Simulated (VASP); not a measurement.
# KBr (Pm-3m) in VASP: further runs

One crystal, KBr, is run at these levels: PBE; tasks: single point.

All numbers are computed with VASP 6.6.1; they aren't measurements. Logs are shortened: lines on timing, memory, paths and dates and some standing lists are left out, and cuts for length are marked.

### 1 The crystal as given

It takes space group Pm-3m (No. 221, cubic). The conventional cell has a = 4.043 Å, b = 4.043 Å, c = 4.043 Å, α = 90.00°, β = 90.00°, γ = 90.00°. Br (site symmetry m-3m) has 8 K at 3.50 Å as nearest neighbours. K (site symmetry m-3m) has 8 Br at 3.50 Å as nearest neighbours.

Measurements of this composition are mostly on another form, of space group No. 225.

### 2 Single point, PBE

INCAR reads:

```
  PREC = Accurate
  ENCUT = 550
  EDIFF = 1E-6
  ISMEAR = 0
  SIGMA = 0.05
  LREAL = False
  LASPH = True
  NELM = 100
  ALGO = Normal
  ISIF = 2
  LWAVE = False
  LCHARG = False
  GGA = PE
  NBANDS = 14
  ADDGRID = False
```

KPOINTS reads:

```
Automatic mesh
0
Gamma
  7 7 7
```

POSCAR reads:

```
KBr
1.0
    4.0434990000      0.0000000000      0.0000000000
    0.0000000000      4.0434990000      0.0000000000
    0.0000000000      0.0000000000      4.0434990000
Br K
1 1
Direct
    0.5000000000      0.5000000000      0.5000000000
    0.0000000000      0.0000000000      0.0000000000
```

Potentials or basis: VASP PAW PBE potentials, release 64 (Br, K_pv).

Launch:

```
$ cat potpaw_PBE.64/Br/POTCAR potpaw_PBE.64/K_pv/POTCAR > POTCAR
$ mpirun -np 1 vasp_std > vasp.out
```

OUTCAR:

```text
PREC = Accurate
   ENCUT = 550
   EDIFF = 1E-6
   ISMEAR = 0
   LREAL = False
   LASPH = True
   NELM = 100
   ISIF = 2
   GGA = PE

 Found     20 irreducible k-points:

 Following reciprocal coordinates:
            Coordinates               Weight
  0.000000  0.000000  0.000000      1.000000
  0.142857  0.000000  0.000000      6.000000
  0.285714  0.000000  0.000000      6.000000
  0.428571  0.000000  0.000000      6.000000
  0.142857  0.142857  0.000000     12.000000
  0.285714  0.142857  0.000000     24.000000
   k-points           NKPTS =     20   k-points in BZ     NKDIM =     20   number of bands    NBANDS=     14
   number of dos      NEDOS =    301   number of ions     NIONS =      2
   total plane-waves  NPLWV =  32768
   dimension x,y,z NGX =    32 NGY =   32 NGZ =   32
   dimension x,y,z NGXF=    64 NGYF=   64 NGZF=   64
   ions per type =               1   1
   NGX,Y,Z   is equivalent  to a cutoff of  13.16, 13.16, 13.16 a.u.
   NGXF,Y,Z  is equivalent  to a cutoff of  26.31, 26.31, 26.31 a.u.
 SYSTEM =  unknown system
   PREC   = accura    normal or accurate (medium, high low for compatibility)
   ISTART =      0    job   : 0-new  1-cont  2-samecut
   ICHARG =      2    charge: 1-file 2-atom 10-const
   ISPIN  =      1    spin polarized calculation?
   LNONCOLLINEAR =      F non collinear calculations
   LSORBIT =      F    spin-orbit coupling
   LASPH  =      T    aspherical Exc in radial PAW
   ENCUT  =  550.0 eV  40.42 Ry    6.36 a.u.   7.73  7.73  7.73*2*pi/ulx,y,z
   NELM   =    100;   NELMIN=  2; NELMDL= -5     # of ELM steps
   EDIFF  = 0.1E-05   stopping-criterion for ELM
[... 18 lines left out ...]
     AMIX     =   0.40;   BMIX     =  1.00
     AMIX_MAG =   1.60;   BMIX_MAG =  1.00
  volume/ion in A,a.u.               =      33.06       223.07
  Fermi-wavevector in a.u.,A,eV,Ry     =   0.975799  1.843992 12.955234  0.952183
  Thomas-Fermi vector in A             =   2.106367
   LORBIT       =      0    0 simple, 1 ext, 2 COOP (PROOUT), +10 PAW based schemes
   GGA     = PE    functional components
[... 5 lines left out ...]
 non-spin polarized calculation
 Gauss-broadening in eV      SIGMA  =   0.05
  energy-cutoff  :      550.00
  volume of cell :       66.11
 maximum number of plane-waves:      1949
 NGX is ok and might be reduce to    32
   NGX = 15   NGY = 15   NGZ = 15

 number of electron      14.0000001 magnetization

 Free energy of the ion-electron system (eV)
  ---------------------------------------------------
  ext. energy  EPLUGINS =         0.00000000
  ---------------------------------------------------
  free energy    TOTEN  =        -6.04180874 eV

  energy without entropy =       -6.04180874  energy(sigma->0) =       -6.04180874

 E-fermi :  -1.7715     XC(G=0):  -7.7942

 val. band max:       -1.9819578925   @ k =   0.4286   0.4286   0.0000
 cond. band min:       1.8991788790   @ k =   0.0000   0.0000   0.0000
 fundamental gap:      3.8811367715
 Fermi energy:        -1.7715269056

 k-point     1 :       0.0000    0.0000    0.0000
  band No.  band energies     occupation
      1     -14.7404      2.00000
      2     -14.0390      2.00000
      3     -14.0390      2.00000
      4     -14.0390      2.00000
      5      -2.2194      2.00000
      6      -2.2194      2.00000
      7      -2.2194      2.00000
      8       1.8992      0.00000
      9       3.8931      0.00000
     10       3.8931      0.00000
     11       7.8467      0.00000
     12       7.8467      0.00000
     13       7.8467      0.00000
     14      10.5883      0.00000

 k-point     2 :       0.1429    0.0000    0.0000
  band No.  band energies     occupation
      1     -14.7753      2.00000
      2     -14.0354      2.00000
      3     -14.0354      2.00000
      4     -13.9997      2.00000
      5      -2.6392      2.00000
      6      -2.2139      2.00000
      7      -2.2139      2.00000
      8       2.3755      0.00000
      9       4.0499      0.00000
     10       4.3104      0.00000
     11       7.7744      0.00000
     12       7.7744      0.00000
     13       7.9415      0.00000
     14       9.7754      0.00000

 k-point     3 :       0.2857    0.0000    0.0000
  band No.  band energies     occupation
      1     -14.8481      2.00000
      2     -14.0273      2.00000
      3     -14.0273      2.00000
      4     -13.9148      2.00000
      5      -3.3692      2.00000
      6      -2.2017      2.00000
      7      -2.2017      2.00000
      8       3.3507      0.00000
      9       4.4990      0.00000
     10       5.2312      0.00000
     11       7.7048      0.00000
     12       7.7048      0.00000
     13       8.1827      0.00000
     14       8.3550      0.00000

 k-point     4 :       0.4286    0.0000    0.0000
  band No.  band energies     occupation
      1     -14.9024      2.00000
      2     -14.0208      2.00000
      3     -14.0208      2.00000
      4     -13.8483      2.00000
      5      -3.8408      2.00000
      6      -2.1923      2.00000
      7      -2.1923      2.00000
      8       4.3267      0.00000
      9       5.0935      0.00000
     10       5.7090      0.00000
     11       7.1957      0.00000
     12       7.8017      0.00000
     13       7.8017      0.00000
     14       8.4165      0.00000

 k-point     5 :       0.1429    0.1429    0.0000
  band No.  band energies     occupation
      1     -14.7869      2.00000
      2     -14.0656      2.00000
      3     -14.0320      2.00000
      4     -13.9542      2.00000
      5      -2.7074      2.00000
      6      -2.4930      2.00000
      7      -2.2017      2.00000
      8       2.7853      0.00000
      9       4.3006      0.00000
     10       4.5751      0.00000
     11       7.4242      0.00000
     12       7.6079      0.00000
     13       8.2484      0.00000
     14       9.8451      0.00000

 k-point     6 :       0.2857    0.1429    0.0000
  band No.  band energies     occupation
      1     -14.8195      2.00000
      2     -14.0705      2.00000
      3     -14.0242      2.00000
      4     -13.9066      2.00000
      5      -3.3086      2.00000
      6      -2.5027      2.00000
      7      -2.1744      2.00000
      8       3.6193      0.00000
      9       4.6524      0.00000
     10       5.3881      0.00000
     11       7.1811      0.00000
     12       7.3601      0.00000
     13       8.2201      0.00000
     14       8.8092      0.00000

 [... further k-points ...]

------------------------ aborting loop because EDIFF is reached ----------------------------------------

  FORCE on cell =-STRESS in cart. coord.  units (eV):
  Direction    XX          YY          ZZ          XY          YZ          ZX
  --------------------------------------------------------------------------------------
  -------------------------------------------------------------------------------------
  Total        0.0533021      0.0533021      0.0533021      0.0000000      0.0000000      0.0000000
  in kB        1.2917623      1.2917623      1.2917623      0.0000000      0.0000000      0.0000000
  external PRESSURE =       1.2917623 kB  Pullay stress =       0.0000000 kB

 VOLUME and BASIS-vectors are now :
 -----------------------------------------------------------------------------
  energy-cutoff  :      550.00
  volume of cell :       66.11
      direct lattice vectors                 reciprocal lattice vectors
     4.043499000  0.000000000  0.000000000     0.247310559  0.000000000  0.000000000
     0.000000000  4.043499000  0.000000000     0.000000000  0.247310559  0.000000000
     0.000000000  0.000000000  4.043499000     0.000000000  0.000000000  0.247310559

 POSITION                                       TOTAL-FORCE (eV/Angst)
 -----------------------------------------------------------------------------------
      2.02175      2.02175      2.02175         0.000000      0.000000      0.000000
      0.00000      0.00000      0.00000         0.000000      0.000000      0.000000
 -----------------------------------------------------------------------------------
    total drift:                                0.000000      0.000000     -0.000000

  FREE ENERGIE OF THE ION-ELECTRON SYSTEM (eV)
  ---------------------------------------------------
  free  energy   TOTEN  =        -6.0418087400 eV

  energy  without entropy=       -6.0418087399  energy(sigma->0) =       -6.04180874
```

It took 7.2 s on 1 thread of Intel Xeon Platinum 8488C (Sapphire Rapids), shared host; peak memory 0.18 GiB.

The run converged, but some of its settings lie outside the range that counts as converged, so its numbers aren't taken as properties of the crystal.

Results:

```
Free energy            : -6.0418 eV
Pressure               : 0.1 GPa
Band gap on the k mesh : 3.88 eV, indirect (least direct gap 4.12 eV)
```

Caveat: an odd mesh through Γ misses points on the zone boundary, where band edges often lie.

### 3 Single point, PBE

INCAR: that of step 2 with these lines changed.

```diff
@@ -1,2 +1,2 @@
-  PREC = Accurate
+  PREC = Low
   ENCUT = 550
```

KPOINTS is that of step 2.

POSCAR is that of step 2.

Potentials or basis: VASP PAW PBE potentials, release 64 (Br, K_pv).

Launch:

```
$ cat potpaw_PBE.64/Br/POTCAR potpaw_PBE.64/K_pv/POTCAR > POTCAR
$ mpirun -np 1 vasp_std > vasp.out
```

It took 4.4 s on 1 thread of Intel Xeon Platinum 8488C (Sapphire Rapids), shared host; peak memory 0.13 GiB.

These settings aren't checked as converged: the numbers below hold their error.

Results:

| Quantity | Value |
| --- | --- |
| Free energy | -6.0416 eV |
| Pressure | 0.1 GPa |
| Band gap on the k mesh | 3.88 eV, indirect (least direct gap 4.12 eV) |

Caveat: an odd mesh through Γ misses points on the zone boundary, where band edges often lie.

### 4 Single point, PBE

INCAR: that of step 3 with these lines changed.

```diff
@@ -1,2 +1,2 @@
-  PREC = Low
+  PREC = Normal
   ENCUT = 550
```

KPOINTS is that of step 3.

POSCAR is that of step 3.

Launch:

```
$ cat potpaw_PBE.64/Br/POTCAR potpaw_PBE.64/K_pv/POTCAR > POTCAR
$ mpirun -np 1 vasp_std > vasp.out
```

Run time: 4.9 s. Hardware: 1 thread of Intel Xeon Platinum 8488C (Sapphire Rapids), shared host; peak memory 0.15 GiB.

These settings aren't checked as converged: the numbers below hold their error.

Results:

```yaml
Free_energy: -6.0418 eV
Pressure: 0.1 GPa
Band_gap_on_the_k_mesh: 3.88 eV, indirect (least direct gap 4.12 eV)
```

Caveat: an odd mesh through Γ misses points on the zone boundary, where band edges often lie.

### 5 Single point, PBE

INCAR: that of step 4 with these lines changed.

```diff
@@ -1,2 +1,2 @@
-  PREC = Normal
+  PREC = Accurate
   ENCUT = 550
@@ -5,3 +5,3 @@
   SIGMA = 0.05
-  LREAL = False
+  LREAL = Auto
   LASPH = True
```

KPOINTS is that of step 4.

POSCAR is that of step 4.

Potentials or basis: VASP PAW PBE potentials, release 64 (Br, K_pv).

Launch:

```
$ cat potpaw_PBE.64/Br/POTCAR potpaw_PBE.64/K_pv/POTCAR > POTCAR
$ mpirun -np 1 vasp_std > vasp.out
```

OUTCAR:

```text
PREC = Accurate
   ENCUT = 550
   EDIFF = 1E-6
   ISMEAR = 0
   LREAL = Auto
   LASPH = True
   NELM = 100
   ISIF = 2
   GGA = PE

 Found     20 irreducible k-points:

 Following reciprocal coordinates:
            Coordinates               Weight
  0.000000  0.000000  0.000000      1.000000
  0.142857  0.000000  0.000000      6.000000
  0.285714  0.000000  0.000000      6.000000
  0.428571  0.000000  0.000000      6.000000
  0.142857  0.142857  0.000000     12.000000
  0.285714  0.142857  0.000000     24.000000
   k-points           NKPTS =     20   k-points in BZ     NKDIM =     20   number of bands    NBANDS=     14
   number of dos      NEDOS =    301   number of ions     NIONS =      2
   total plane-waves  NPLWV =  32768
   dimension x,y,z NGX =    32 NGY =   32 NGZ =   32
   dimension x,y,z NGXF=    64 NGYF=   64 NGZF=   64
   ions per type =               1   1
   NGX,Y,Z   is equivalent  to a cutoff of  13.16, 13.16, 13.16 a.u.
   NGXF,Y,Z  is equivalent  to a cutoff of  26.31, 26.31, 26.31 a.u.
 SYSTEM =  unknown system
   PREC   = accura    normal or accurate (medium, high low for compatibility)
   ISTART =      0    job   : 0-new  1-cont  2-samecut
   ICHARG =      2    charge: 1-file 2-atom 10-const
   ISPIN  =      1    spin polarized calculation?
   LNONCOLLINEAR =      F non collinear calculations
   LSORBIT =      F    spin-orbit coupling
   LASPH  =      T    aspherical Exc in radial PAW
   ENCUT  =  550.0 eV  40.42 Ry    6.36 a.u.   7.73  7.73  7.73*2*pi/ulx,y,z
   NELM   =    100;   NELMIN=  2; NELMDL= -5     # of ELM steps
   EDIFF  = 0.1E-05   stopping-criterion for ELM
   LREAL  =      T    real-space projection
   EDIFFG = 0.1E-04   stopping-criterion for IOM
   NSW    =      0    number of steps for IOM
[... 15 lines left out ...]
     AMIX     =   0.40;   BMIX     =  1.00
     AMIX_MAG =   1.60;   BMIX_MAG =  1.00
  volume/ion in A,a.u.               =      33.06       223.07
  Fermi-wavevector in a.u.,A,eV,Ry     =   0.975799  1.843992 12.955234  0.952183
  Thomas-Fermi vector in A             =   2.106367
   LORBIT       =      0    0 simple, 1 ext, 2 COOP (PROOUT), +10 PAW based schemes
   GGA     = PE    functional components
[... 5 lines left out ...]
 non-spin polarized calculation
 Gauss-broadening in eV      SIGMA  =   0.05
  energy-cutoff  :      550.00
  volume of cell :       66.11
 maximum number of plane-waves:      1949
 NGX is ok and might be reduce to    32
   NGX = 15   NGY = 15   NGZ = 15

 number of electron      14.0000001 magnetization

 Free energy of the ion-electron system (eV)
  ---------------------------------------------------
  ext. energy  EPLUGINS =         0.00000000
  ---------------------------------------------------
  free energy    TOTEN  =        -6.04241204 eV

  energy without entropy =       -6.04241204  energy(sigma->0) =       -6.04241204

 E-fermi :  -1.7716     XC(G=0):  -7.7942

 val. band max:       -1.9818169653   @ k =   0.4286   0.4286   0.0000
 cond. band min:       1.8987944414   @ k =   0.0000   0.0000   0.0000
 fundamental gap:      3.8806114067
 Fermi energy:        -1.7715945170

 k-point     1 :       0.0000    0.0000    0.0000
  band No.  band energies     occupation
      1     -14.7407      2.00000
      2     -14.0390      2.00000
      3     -14.0390      2.00000
      4     -14.0390      2.00000
      5      -2.2193      2.00000
      6      -2.2193      2.00000
      7      -2.2193      2.00000
      8       1.8988      0.00000
      9       3.8930      0.00000
     10       3.8930      0.00000
     11       7.8467      0.00000
     12       7.8467      0.00000
     13       7.8467      0.00000
     14      10.5884      0.00000

 k-point     2 :       0.1429    0.0000    0.0000
  band No.  band energies     occupation
      1     -14.7756      2.00000
      2     -14.0354      2.00000
      3     -14.0354      2.00000
      4     -13.9997      2.00000
      5      -2.6391      2.00000
      6      -2.2137      2.00000
      7      -2.2137      2.00000
      8       2.3752      0.00000
      9       4.0498      0.00000
     10       4.3103      0.00000
[... 56 lines left out ...]
 k-point     6 :       0.2857    0.1429    0.0000
  band No.  band energies     occupation
      1     -14.8198      2.00000
      2     -14.0705      2.00000
      3     -14.0242      2.00000
      4     -13.9066      2.00000
      5      -3.3085      2.00000
      6      -2.5026      2.00000
      7      -2.1743      2.00000
      8       3.6190      0.00000
      9       4.6523      0.00000
     10       5.3879      0.00000
     11       7.1811      0.00000
     12       7.3600      0.00000
     13       8.2200      0.00000
     14       8.8092      0.00000

 [... further k-points ...]

------------------------ aborting loop because EDIFF is reached ----------------------------------------

  FORCE on cell =-STRESS in cart. coord.  units (eV):
  Direction    XX          YY          ZZ          XY          YZ          ZX
  --------------------------------------------------------------------------------------
  -------------------------------------------------------------------------------------
  Total        0.0541243      0.0541243      0.0541243     -0.0000000      0.0000000     -0.0000000
  in kB        1.3116898      1.3116898      1.3116898     -0.0000000      0.0000000     -0.0000000
  external PRESSURE =       1.3116898 kB  Pullay stress =       0.0000000 kB

 VOLUME and BASIS-vectors are now :
 -----------------------------------------------------------------------------
  energy-cutoff  :      550.00
  volume of cell :       66.11
      direct lattice vectors                 reciprocal lattice vectors
     4.043499000  0.000000000  0.000000000     0.247310559  0.000000000  0.000000000
     0.000000000  4.043499000  0.000000000     0.000000000  0.247310559  0.000000000
     0.000000000  0.000000000  4.043499000     0.000000000  0.000000000  0.247310559

 POSITION                                       TOTAL-FORCE (eV/Angst)
 -----------------------------------------------------------------------------------
      2.02175      2.02175      2.02175         0.000000      0.000000      0.000000
      0.00000      0.00000      0.00000         0.000000      0.000000      0.000000
 -----------------------------------------------------------------------------------
    total drift:                                0.000000      0.000000     -0.000000

  FREE ENERGIE OF THE ION-ELECTRON SYSTEM (eV)
  ---------------------------------------------------
  free  energy   TOTEN  =        -6.0424120358 eV

  energy  without entropy=       -6.0424120358  energy(sigma->0) =       -6.04241204
```

Wall time 10 s (1 thread of Intel Xeon Platinum 8488C (Sapphire Rapids), shared host); peak memory 0.18 GiB.

The run converged, but some of its settings lie outside the range that counts as converged, so its numbers aren't taken as properties of the crystal.

Results:

* Free energy: -6.0424 eV
* Pressure: 0.1 GPa
* Band gap on the k mesh: 3.88 eV, indirect (least direct gap 4.12 eV)

Caveat: an odd mesh through Γ misses points on the zone boundary, where band edges often lie.

### 6 The reference run

An earlier run on the cell as given: functional PBE; potentials or basis VASP PAW PBE potentials, release 64 (Br, K_sv); cutoff 520 eV; k mesh 7 × 7 × 7; occupations fermi-dirac, width 0.05 eV; no spin polarisation.

- Pressure: 0.0 GPa
- Band gap on the k mesh: 3.89 eV, indirect (least direct gap 4.12 eV)
